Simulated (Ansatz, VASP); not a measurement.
One calculation of Si, two programs

```xyz
4
Lattice="-3.3475 3.3475 1.9351 3.3475 -3.3475 1.9351 3.3475 3.3475 -1.9351" Properties=species:S:1:pos:R:3 pbc="T T T"
Si   -2.1504    2.1504    1.9351
Si    2.1504   -2.1504    1.9351
Si    2.1504    2.1504    1.9351
Si    1.1971    1.1971    0.0000
```

Change from the starting cell: volume scaled by 1.02.

Alike in both runs: task single point; functional PBE; k mesh 8 × 8 × 8; occupations fermi-dirac, width 0.05 eV; no spin polarisation.

```csv
,VASP,Ansatz
version,VASP 6.6.1,Ansatz 0.2.0
potentials or method,"VASP PAW PBE potentials, release 64 (Si), cutoff 520 eV","all-electron LAPW, scalar-relativistic"
```

|  | VASP | Ansatz | Ansatz less VASP |
| --- | --- | --- | --- |
| gap on the k mesh at the Fermi level (eV) | 0.26 | 0.26 | -0.001 |
| least direct gap on the mesh (eV) | 0.41 | 0.41 | +0.001 |
| pressure (GPa) | -0.4 | -0.3 | +0.05 |
| largest component of the traceless stress (GPa) | 0.08 | 0.06 | -0.016 |
| rms of the force components (eV/Å) | 0.021 | 0.021 | +0.0004 |

Atom by atom the forces differ by 0.000 eV/Å (rms over components). Ansatz ran all-electron here, so the differences hold the error of VASP's frozen core and of both bases.
